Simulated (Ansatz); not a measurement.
# MgSe (rocksalt type): how the settings move a single-point run

How sensitive is a single-point run of MgSe (rocksalt type) to its settings? A reference run comes first, then one run with altered input.

Method: reference: DFT, LDA, all-electron LAPW, scalar-relativistic, in Ansatz 0.2.0.

2 further runs of the same task are left out: 1 that didn't finish, 1 set aside as unsound or not needed. Runs told in other sessions of the task aren't counted.

**1. Starting point**

Symmetry: Fm-3m, No. 225, cubic system. Conventional cell: a = 5.299 Å, b = 5.299 Å, c = 5.299 Å, α = 90.00°, β = 90.00°, γ = 90.00°. Mg (site symmetry m-3m) has 6 Se at 2.65 Å in its first shell of neighbours. Se (site symmetry m-3m) has 6 Mg at 2.65 Å in its first shell of neighbours.

As a file:

```cif
data_structure
_symmetry_space_group_name_H-M 'Fm-3m'
_symmetry_Int_Tables_number 225
_cell_length_a 5.2994
_cell_length_b 5.2994
_cell_length_c 5.2994
_cell_angle_alpha 90.000
_cell_angle_beta 90.000
_cell_angle_gamma 90.000
_cell_volume 148.83
loop_
_atom_site_label
_atom_site_type_symbol
_atom_site_symmetry_multiplicity
_atom_site_Wyckoff_symbol
_atom_site_fract_x
_atom_site_fract_y
_atom_site_fract_z
_atom_site_occupancy
Mg1 Mg 4 a 0.00000 0.00000 0.00000 1
Se1 Se 4 b 0.50000 0.00000 0.00000 1
```

**2. Reference**

The input, input.yaml:

```yaml
crystal:
  lattice:
    - [0.0, 2.6497231935, 2.6497231935]
    - [2.6497231935, 0.0, 2.6497231935]
    - [2.6497231935, 2.6497231935, 0.0]
  atoms:
    - { symbol: Mg, position: [0.0, 0.0, 0.0] }
    - { symbol: Se, position: [0.5, 0.5, 0.5] }
kpoints:
  mp_grid: { grid: [13, 13, 13] }
scf:
  occupations: { method: fermi_dirac, width: 0.05 }
hamiltonian:
  xc: lda
  pseudopotentials: { kind: all_electron, lapw: { basis_error: 0.001 } }
output:
  forces: true
  stress: true
  eigenvalues: true
  populations: true
```

Started as:

```sh
> ansatz run input.yaml --threads 1 --pin off --max-ram 2048MiB --backend cpu --events-out ev --progress --plain --runs-dir out
```

**3. Variant: occupations.width 0.025**

input.yaml, as its differences from that of step 2:

```diff
@@ -11,3 +11,3 @@
 scf:
-  occupations: { method: fermi_dirac, width: 0.05 }
+  occupations: { method: fermi_dirac, width: 0.025 }
 hamiltonian:
```

Q: Predict the outcome of this session. Wanted: for each run, ending; energy change; pressure; gap; force.

**Answer**, as computed:

| run | ending | energy change | pressure (GPa) | gap (eV) | force (eV/Å) | cycles | time |
| --- | --- | --- | --- | --- | --- | --- | --- |
| reference | converged | 0 | 4.0 | 1.86 | 0.00 | 7 | 10 s |
| 1: occupations.width 0.025 | converged | 0.0 meV/atom (σ→0) | 4.0 | 1.86 | 0.00 | 7 | 11 s |

Residual by cycle in the longest SCF loop of each run; runs are numbered as in the table. The quantity is the density residual dr2, in eV.

| cycle | reference | run 1 |
| --- | --- | --- |
| 1 | 0.677 | 0.677 |
| 2 | 0.0277 | 0.0277 |
| 3 | 0.00498 | 0.00498 |
| 4 | 1.2e-4 | 1.2e-4 |
| 5 | 3.1e-6 | 3.1e-6 |
| 6 | 5.6e-8 | 5.6e-8 |
| 7 | 1.4e-10 | 1.4e-10 |

**Reading.** The changed input (smearing) leaves the energy the same to the digits printed.

These are semilocal Kohn-Sham gaps, which aren't the measured quantity. Such gaps usually fall short of the measured ones.
